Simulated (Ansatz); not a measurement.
# HfC (100): surface energy and levels, part 2 of 2

This session takes HfC and sets out to cut the (100) surface, relax it and get its surface energy and levels.

Ansatz 0.2.0; DFT PBE, scalar-relativistic, plane waves, PAW. Earlier steps stand in the parts before.

**5. Relaxing the (100) slab**

Input file input.yaml:

```yaml
crystal:
  lattice:
    - [3.2891025716, 0.0, 0.0]
    - [0.0, 3.2891025716, 0.0]
    - [0.0, 0.0, 24.3029869297]
  atoms:
    - { symbol: Hf, position: [0.0, 0.0, 0.308604042] }
    - { symbol: C, position: [0.5, 0.5, 0.308604042] }
    - { symbol: Hf, position: [0.5, 0.5, 0.404302021] }
    - { symbol: C, position: [0.0, 0.0, 0.404302021] }
    - { symbol: Hf, position: [0.0, 0.0, 0.5] }
    - { symbol: C, position: [0.5, 0.5, 0.5] }
    - { symbol: Hf, position: [0.5, 0.5, 0.595697979] }
    - { symbol: C, position: [0.0, 0.0, 0.595697979] }
    - { symbol: Hf, position: [0.0, 0.0, 0.691395958] }
    - { symbol: C, position: [0.5, 0.5, 0.691395958] }
basis:
  ecutwfc: 420
kpoints:
  mp_grid: { grid: [11, 11, 1] }
hamiltonian:
  xc: pbe
scf:
  occupations: { method: gaussian, width: 0.1 }
output:
  forces: true
  eigenvalues: true
  write_density: true
  write_potential: true
  elf: true
  volumetric_format: npy
relax:
  adjacent_minimum: "off"
  f_tol: 0.02
  max_steps: 60
efield:
  axis: 3
  dipole_correction: true
  ramp_width: 0.04
```

Run with:

```
$ ansatz run input.yaml --threads 2 --pin off --max-ram 5632MiB --backend cpu --events-out ev --progress --plain --runs-dir out
```

The program printed:

```text
Warning: RAYON_NUM_THREADS=2 ignored (pool sized by the plan → 2); use --threads N
Engine: ansatz 0.2.0, aarch64-unknown-linux-gnu
Pseudopotentials: kind: paw
Pseudopotential: Hf, paw, valence charge 26, recommended cutoff 420 eV (normal), Hf.paw.azcp
Pseudopotential: C, paw, valence charge 4, recommended cutoff 420 eV (normal), C.paw.azcp
Functional definition: PBE
  parameter kappa = 0.804
  parameter beta = 0.06672455060314922
  exchange = pbe_x(kappa = kappa, mu = beta*pi^2/3)
  correlation = pbe_c(beta = beta)
Crystal: 10 atoms, lattice volume = 262.914 Å³
Basis set: ecut = 420 eV, 5193 PW (Γ), exchange–correlation on 48×48×360 points (8 copies of the dense FFT grid, shifted against one another)
Bands: 90, of which v1, the nominal top of the filled ones, is band 75 counted from 1 (74 counted from 0)
Symmetry: 8 space group operations
k-points: 21 of 121
Non-local potential: Hf, projectors of the file, l = 0: 3, l = 1: 2, l = 2: 2, l = 3: 3
Non-local potential: C, projectors of the file, l = 0: 2, l = 1: 2, l = 2: 1
PAW form: soft (Blöchl's): semilocal exchange-correlation on the pseudo side does not see the compensation charge
PAW one-centre angular grid: Hf, 590 points (default); XC on 64 Gauss nodes
PAW one-centre angular grid: C, 110 points (default); XC on 64 Gauss nodes
Initial density: superposition of atomic densities (neutral atoms: chi_scale 0, normalization atom), corrected by the library's trained network
Initial wavefunctions: pseudopotential atomic-orbital guess
Functional: x = pbe(κ = 0.804, μ = 0.2195149727645171), c = pbe(β = 0.06672455060314922)
SCF iter   1: F=—  HF=-79868.264664 eV  |F-HF|=—  |Δ(HF+E_count)|=         —  Δρ=2.36e-3  dr2=2.11e-2  ethr=1.77e-3  p=0.000 e·Å  D=5.98e-14 V/Å  ΔV_dip=-0.00 eV  dr2_dipole=1.30e-7  V_vac-E_F(+/−)=3.76/3.76 eV  ⟨swp⟩=5.5  Hψ=6318  notcnv=0  defer=38
efield: sawtooth ramp at fractional position 0.9800 (placed from the atoms, in the widest stretch of the axis that holds none; the zero of the levels goes with the place), width 0.0400; the density the first Hamiltonian is built on has a dipole p = 0.000 e·Å; the dipole correction subtracts the counter field D = 5.98e-14 V/Å, which shifts the + side's vacuum level by -0.00 eV against the − side's; the planar-averaged density in the ramp window peaks in size at 1.0e-5 e/Å³
preconditioner: auto → LDOS  [metal: Δε(μ)=0.064 eV  Ē_g=16.936 eV  σ=0.100 eV  W_gap=0.34  n_scr=70 (ndim 8)  ℏωp=27.1 eV  f_vac=0.483  D(μ)=1.80/eV (n_scr^D=8)  β→1.0]
SCF iter   2: F=—  HF=-79868.260302 eV  |F-HF|=—  |Δ(HF+E_count)|=   4.36e-3  Δρ=1.66e-3  dr2=1.15e-2  ethr=1.41e-5  p=-0.000 e·Å  D=-7.87e-6 V/Å  ΔV_dip=0.00 eV  dr2_dipole=1.60e-7  V_vac-E_F(+/−)=3.79/3.79 eV  ⟨swp⟩=3.0  Hψ=4220  notcnv=0  defer=91
SCF iter   3: F=—  HF=-79868.257596 eV  |F-HF|=—  |Δ(HF+E_count)|=   2.71e-3  Δρ=3.42e-4  dr2=6.32e-4  ethr=7.66e-6  p=-0.000 e·Å  D=-4.86e-6 V/Å  ΔV_dip=0.00 eV  dr2_dipole=2.20e-8  V_vac-E_F(+/−)=3.76/3.76 eV  ⟨swp⟩=2.0  Hψ=3140  notcnv=0  defer=91
SCF iter   4: F=—  HF=-79868.257750 eV  |F-HF|=—  |Δ(HF+E_count)|=   1.55e-4  Δρ=1.02e-4  dr2=3.22e-5  ethr=4.21e-7  p=-0.000 e·Å  D=-9.07e-7 V/Å  ΔV_dip=0.00 eV  dr2_dipole=5.98e-9  V_vac-E_F(+/−)=3.76/3.76 eV  ⟨swp⟩=2.2  Hψ=3330  notcnv=0  defer=89
iter 5 did not close the SCF: its close was put off for the readings that it lacked (scf_convergence_deferred on its scf_iter line)
SCF iter   5: F=-79868.257749 eV  HF=-79868.257749 eV  |F-HF|=2.08e-7  |Δ(HF+E_count)|=   1.30e-6  Δρ=2.57e-5  dr2=1.44e-6  ethr=2.15e-8  p=-0.000 e·Å  D=-4.25e-7 V/Å  ΔV_dip=0.00 eV  dr2_dipole=1.32e-9  V_vac-E_F(+/−)=3.76/3.76 eV  ⟨swp⟩=3.0  Hψ=3465  notcnv=0  defer=87
iter 6 did not close the SCF: its close was put off until two iterations running show no level that it waits for move by more than its bar (scf_convergence_deferred on its scf_iter line)
SCF iter   6: F=-79868.257750 eV  HF=-79868.257750 eV  |F-HF|=1.92e-7  |Δ(HF+E_count)|=   1.20e-6  Δρ=8.46e-6  dr2=1.99e-7  ethr=9.60e-10  p=-0.000 e·Å  D=-1.28e-7 V/Å  ΔV_dip=0.00 eV  dr2_dipole=1.77e-10  V_vac-E_F(+/−)=3.76/3.76 eV  ⟨swp⟩=20.0  Hψ=23069  notcnv=0
iter 7 did not close the SCF: its close was put off until two iterations running show no level that it waits for move by more than its bar (scf_convergence_deferred on its scf_iter line)
SCF iter   7: F=-79868.257750 eV  HF=-79868.257750 eV  |F-HF|=2.01e-8  |Δ(HF+E_count)|=   1.81e-8  Δρ=2.60e-6  dr2=1.95e-8  ethr=1.32e-10  p=-0.000 e·Å  D=-3.37e-8 V/Å  ΔV_dip=0.00 eV  dr2_dipole=5.27e-11  V_vac-E_F(+/−)=3.76/3.76 eV  ⟨swp⟩=10.6  Hψ=17458  notcnv=0
SCF iter   8: F=-79868.257750 eV  HF=-79868.257750 eV  |F-HF|=1.03e-9  |Δ(HF+E_count)|=   2.79e-8  Δρ=1.01e-6  dr2=2.56e-9  ethr=1.30e-11  p=-0.000 e·Å  D=-2.29e-8 V/Å  ΔV_dip=0.00 eV  dr2_dipole=6.97e-12  V_vac-E_F(+/−)=3.76/3.76 eV  ⟨swp⟩=9.5  Hψ=15325  notcnv=0
SCF 1 converged in 8 iterations: F = -79868.257750 eV  dr2 = 2.56e-9
relax step   1: F+E_penalty+E_count = -79868.25775034 eV  Δ(F+E_penalty+E_count) = +0.000e0 eV  max|allowed force component| = 1.293e0 eV/Å  Δτ_max = 0.0000 Å  (8 SCF iters, dr2 threshold 1.00e-5 eV, accepted)
[... 12 lines left out ...]
relax step   2: F+E_penalty+E_count = -79868.15975865 eV  Δ(F+E_penalty+E_count) = +9.799e-2 eV  max|allowed force component| = 1.975e0 eV/Å  Δτ_max = 0.1809 Å  (6 SCF iters, dr2 threshold 1.00e-4 eV, rejected (line search))
[... 12 lines left out ...]
relax step   3: F+E_penalty+E_count = -79868.38900360 eV  Δ(F+E_penalty+E_count) = -1.313e-1 eV  max|allowed force component| = 8.073e-2 eV/Å  Δτ_max = 0.0880 Å  (8 SCF iters, accepted)
[... 10 lines left out ...]
relax step   4: F+E_penalty+E_count = -79868.38937788 eV  Δ(F+E_penalty+E_count) = -3.743e-4 eV  max|allowed force component| = 3.768e-2 eV/Å  Δτ_max = 0.0059 Å  (6 SCF iters, dr2 threshold 4.07e-7 eV, accepted)
[... 8 lines left out ...]
relax step   5: F+E_penalty+E_count = -79868.38951256 eV  Δ(F+E_penalty+E_count) = -1.347e-4 eV  max|allowed force component| = 1.885e-3 eV/Å  Δτ_max = 0.0018 Å  (5 SCF iters, accepted)
WARN: The output density's exchange-correlation potential varies sharply where the density is thin. Do not read a vacuum level from v_tot or v_xc, or from such a field of the output density. On a cell that repeats whose density bears no net charge and no dipole along the vacuum's axis use v_es (v_loc + v_h of the components); under efield.dipole_correction with no amplitude use v_es + v_field, which holds any external_charges[].barrier, or the levels of the report's work_function block, which leave it out; under a non-zero efield.amplitude the vacuum is tilted and has no level; on a cell that repeats and bears such a dipole with no correction it is tilted too, and efield.dipole_correction with no amplitude gives each side of its ramp a level where efield: is served; in a cell that repeats whose density bears a net charge (total_charge, or a fill off its count) it is curved and has none; of a slab under crystal.periodic whose density bears no net charge use v_es, which has a level on each side, short of where the two are joined; of another it falls or rises all the way out and has none; of a slab beside external_charges read slab_vacuum_level instead, which it has where they leave it neutral. The grid or the basis barely resolves most such structure, and the values can differ between equally converged runs; as a rule a tighter scf.convergence.dr2_threshold does not remove it. Where the density itself ripples (under the LDA too) a higher basis.ecutwfc lessens it. The files hold the spikes' plane waves up to the density's cutoff. Files: v_tot_of_output_density and the like, and their columns of v_z.tsv (output.write_potential); v_xc_of_output_density and the like, and their columns of v_comp_z.tsv (output.write_potential_components). Measured: with its Gaussian average of σ = 0.25 Å subtracted twice, the exchange-correlation potential is over 0.1 eV at 141 of the grid points where the equally averaged density (valence and model cores) is under 1e-3 e/Å³, and 0.233 eV at the most among them, at an averaged density of 4.0e-8 e/Å³. See output.write_potential in the manual, Limitations
SCF converged after 5 iterations
Free energy (F): -79868.389513 eV
Harris-Foulkes:  -79868.389513 eV  (|F-HF|=3.80e-8)
Internal energy: -79868.384455 eV  (E = F + TS)
E sigma→0 (E₀):  -79868.386984 eV
Entropy (-TS):   -0.005058 eV (-0.506 meV/atom)
Fermi energy:    7.402226 eV
Dipole field:    D = -0.000002 V/Å  (p = -0.000003 e·Å, saw-weighted, corrected)
Work function:   Φ+ = 4.1644 eV   Φ− = 4.1644 eV
Levels:          The Fermi level and band energies are counted from a zero that moves with the ramp; work functions are not
--- Per-component energies (eV) ---
  E_band       = -1328.161989
  E_kinetic    = 2549.321161
  E_local      = -243092.760860  (includes V_loc(G=0)·N_el)
  E_nonlocal   = -6085.448844
  E_hartree    = 119923.361622
  E_xc         = -1741.020682
  E_vxc        = -1629.800877  (∫ρ·V_xc dr)
  E_paw        = -35132.159901  (= ΣΔE_a)
  E_vpaw       = 7083.779719  (= ΣTr[D̂ρ^β])
  E_aug_tail   = 0.000026  (compensation charges beyond the density's cutoff)
  E_efield     = 0.000000  (sawtooth field / dipole correction)
  E_vefield    = 0.000000  (∫n·V_field dr)
  E_ewald      = 83710.323023
  E_smearing   = -0.005058  (= −TS)
  E_closure    = -0.000000  (closes the sum)
  Σ components = -79868.389513   (vs F -79868.389513, Δ=0.00e0)
--- Forces (eV/Å), atoms counted from 1 ---
  atom   1  Hf    -0.00000000    -0.00000000    -0.00188507
  atom   2  C      0.00000000    -0.00000000     0.00033998
  atom   3  Hf     0.00000000    -0.00000000     0.00107277
  atom   4  C      0.00000000    -0.00000000     0.00101534
  atom   5  Hf     0.00000000     0.00000000     0.00000048
  atom   6  C      0.00000000     0.00000000     0.00000113
  atom   7  Hf    -0.00000000    -0.00000000    -0.00107330
  atom   8  C     -0.00000000    -0.00000000    -0.00101468
  atom   9  Hf     0.00000000     0.00000000     0.00188408
  atom  10  C     -0.00000000    -0.00000000    -0.00034071
  max |Σ_I F_I| component: 2.50e-8 eV/Å
--- Band table (eV; the first three rows and the last of 21) ---
  k-point 0: bands = ["-53.6702", "-53.6696", "-53.6463", "-53.5853", "-53.5790", "-22.7162", "-22.6794", "-22.5252", "-22.3175", "-22.3175", "-22.2887", "-22.2420", "-22.2420", "-22.1824", "-22.1824", "-22.1378", "-22.0961", "-22.0961", "-22.0779", "-22.0779", "-4.5676", "-3.9281", "-3.6947", "-3.6537", "-3.6490", "-3.6490", "-3.6487", "-3.6487", "-3.6360", "-3.6357", "-3.6066", "-3.6036", "-3.6033", "-3.6032", "-3.6025", "-3.6025", "-3.5729", "-3.5707", "-3.5707", "-3.5560", "-3.5560", "-3.5554", "-3.5554", "-3.5553", "-3.5447", "-3.5427", "-3.5427", "-3.5367", "-3.5343", "-3.5343", "-3.5150", "-3.5114", "-3.5046", "-3.5021", "-3.5021", "-3.4988", "-3.4988", "-3.0094", "-2.6771", "-2.5596", "4.1459", "4.2482", "5.3072", "5.7828", "5.8255", "6.3818", "6.7380", "7.1806", "7.1806", "7.2010", "7.2161", "7.2161", "7.4469", "7.4469", "8.0881", "8.0881", "8.1152", "8.5586", "8.5586", "8.7192", "9.5351", "9.5351", "9.6976", "10.5852", "10.9326", "11.0381", "11.0381", "11.3249", "11.3763", "11.8736"]
[... 3 lines left out ...]
--- Relaxed structure (5 steps of the walk, 4 accepted, 0 SCFs on fresh bases) ---
  F+E_penalty+E_count = -79868.38951256 eV   max|allowed force component| = 1.885e-3 eV/Å
  atoms:
    - { symbol: Hf, position: [4.9422382722225376e-18, 8.051295500475201e-36, 0.3120466943223102] }
    - { symbol: C, position: [0.4999999999999999, 0.4999999999999999, 0.30842537468056175] }
    - { symbol: Hf, position: [0.4999999999999999, 0.4999999999999999, 0.4051405471890828] }
    - { symbol: C, position: [-8.337981541489232e-19, 3.7328733684021376e-35, 0.4037212159085392] }
    - { symbol: Hf, position: [-8.085498184759746e-25, 6.660617186756756e-35, 0.49999999943678236] }
    - { symbol: C, position: [0.4999999999999999, 0.4999999999999999, 0.49999999947810964] }
    - { symbol: Hf, position: [0.4999999999999999, 0.4999999999999999, 0.5948594528861088] }
    - { symbol: C, position: [8.337993373933663e-19, 4.4648093229907925e-35, 0.5962787849156822] }
    - { symbol: Hf, position: [-4.94223947285266e-18, 8.051295500475201e-36, 0.6879533048413577] }
    - { symbol: C, position: [0.4999999999999999, 0.4999999999999999, 0.6915746263414652] }
```

Run time: 3.5 min. Hardware: 2 threads of Arm Neoverse V1, shared host; peak memory 0.79 GiB.

Step by step:

| step | energy from step 1 (eV/cell) | largest force component (eV/Å) |
| --- | --- | --- |
| 1 | 0.0000 | 1.2930 |
| 2 | 0.0980 | 1.9750 |
| 3 | -0.1313 | 0.0807 |
| 4 | -0.1316 | 0.0377 |
| 5 | -0.1318 | 0.0019 |

Step 1 is the start. Step 2 was tried and not accepted.

Read from this run: work function 4.16 eV.

Plane-averaged electrostatic potential energy of an electron across the slab, counted from the Fermi level:

z (Å), V (eV) and a bar:
```
     1.62       4.16 ##############################
     2.16       4.16 ##############################
     2.43       4.16 ##############################
     2.97       4.16 ##############################
     3.24       4.16 ##############################
     3.78       4.16 ##############################
     4.32       4.15 ##############################
     4.59       4.13 ##############################
     5.13       4.05 ##############################
     5.40       3.93 ##############################
     5.94       3.29 #############################
     6.48       0.75 #########################
     6.75      -2.71 ####################
     7.29     -14.82 ###
     7.56     -16.62 
     8.10      -8.36 ############
     8.37      -3.57 ###################
     8.91      -2.05 #####################
     9.45     -12.62 ######
     9.72     -16.77 
    10.26     -11.34 ########
    10.53      -5.52 ################
    11.07      -1.08 ######################
    11.61      -8.89 ###########
    11.88     -14.70 ###
    12.42     -14.70 ###
    12.69      -8.89 ###########
    13.23      -1.08 ######################
    13.77      -5.52 ################
    14.04     -11.33 ########
    14.58     -16.77 
    14.85     -12.62 ######
    15.39      -2.05 #####################
    15.93      -3.57 ###################
    16.20      -8.36 ############
    16.74     -16.62 
    17.01     -14.82 ###
    17.55      -2.71 ####################
    17.82       0.75 #########################
    18.36       3.29 #############################
    18.90       3.93 ##############################
    19.17       4.05 ##############################
    19.71       4.13 ##############################
    19.98       4.15 ##############################
    20.52       4.16 ##############################
    21.06       4.16 ##############################
    21.33       4.16 ##############################
    21.87       4.16 ##############################
    22.14       4.16 ##############################
    22.68       4.16 ##############################
```

Density in a lattice plane of the grid's cell (edges 3.29 and 24.30 Å, at 0.000 of the third edge), which holds Hf and C.

Values in e/Å³, 12 rows by 6 columns:
```
 0.00  0.00  0.00  0.00  0.00  0.00
 0.00  0.00  0.00  0.00  0.00  0.00
 0.04  0.04  0.03  0.03  0.03  0.04
11.61  3.36  0.26  0.16  0.26  3.36
 1.69  1.05  0.32  0.17  0.32  1.05
35.47 10.03  0.47  0.18  0.47 10.03
 1.69  1.05  0.32  0.17  0.32  1.05
11.61  3.36  0.26  0.16  0.26  3.36
 0.04  0.04  0.03  0.03  0.03  0.04
 0.00  0.00  0.00  0.00  0.00  0.00
 0.00  0.00  0.00  0.00  0.00  0.00
 0.00  0.00  0.00  0.00  0.00  0.00
```
Columns run along the first of these edges and rows up along the second, over one cell in 6 and 12 even steps from the bottom left corner. Atoms in the plane (fractional): Hf at (0.00, 0.31), C at (1.00, 0.40), Hf at (1.00, 0.50), C at (0.00, 0.60), Hf at (1.00, 0.69).

ELF in the same plane.

Ten even steps from ' ' (0.00) to '@' (0.82):
```
            
            
            
            
    ..::..  
@@@@..--..@@
==::..::..::
  %%##::##%%
----::::::--
@@@@..::..@@
----::::::--
  %%##::##%%
==::..::..::
@@@@..--..@@
    ..::..  
            
            
            
            
            
```
Columns run along the first of these edges and rows up along the second, over one cell in 6 and 20 even steps from the bottom left corner. Atoms in the plane (fractional): Hf at (0.00, 0.31), C at (1.00, 0.40), Hf at (1.00, 0.50), C at (0.00, 0.60), Hf at (1.00, 0.69).

Both are smooth fields of the valence electrons: close to the nuclei they are not physical.

Outside the cores ELF peaks at 0.83 beside C, off the lines to its neighbours, 0.8 Å from C; 0.82 on the C–Hf line, 0.8 Å from C; 0.80 in the shell around C, 0.8 Å from C.

**6. What the (100) slab gives**

γ = (E_slab − N E_bulk) / (2A); here N = 10 and A = 10.82 Å².

|  | as cut | relaxed |
| --- | --- | --- |
| surface energy, mean of both faces | 1.82 J/m² | 1.72 J/m² |
| work function | 3.76 eV | 4.16 eV |
| dipole along +c (e·Å/cell) | 0.000 | 0.000 |

How the layers moved (bottom to top):

| plane | atoms | spacing to the next, as cut (Å) | relaxed (Å) | change (%) | rumpling (Å) |
| --- | --- | --- | --- | --- | --- |
| 1 | HfC | 2.326 | 2.289 | -1.6 | 0.088 |
| 2 | HfC | 2.326 | 2.323 | -0.1 | 0.034 |
| 3 | HfC | 2.326 | 2.323 | -0.1 | 0.000 |
| 4 | HfC | 2.326 | 2.289 | -1.6 | 0.034 |
| 5 | HfC |  |  |  | 0.088 |

**7. What came out**

The summary covers parts 1 to 2.

```
                                  quantity      value
surface energy, (100), cut with HfC on top  1.72 J/m²
 work function, (100), cut with HfC on top    4.16 eV
```

**Reading.** The outermost spacing of (100) contracts by 1.6 %, and relaxation gains 0.099 J/m² a face. The top plane rumples by 0.09 Å. The runs treat Hf without spin-orbit coupling.
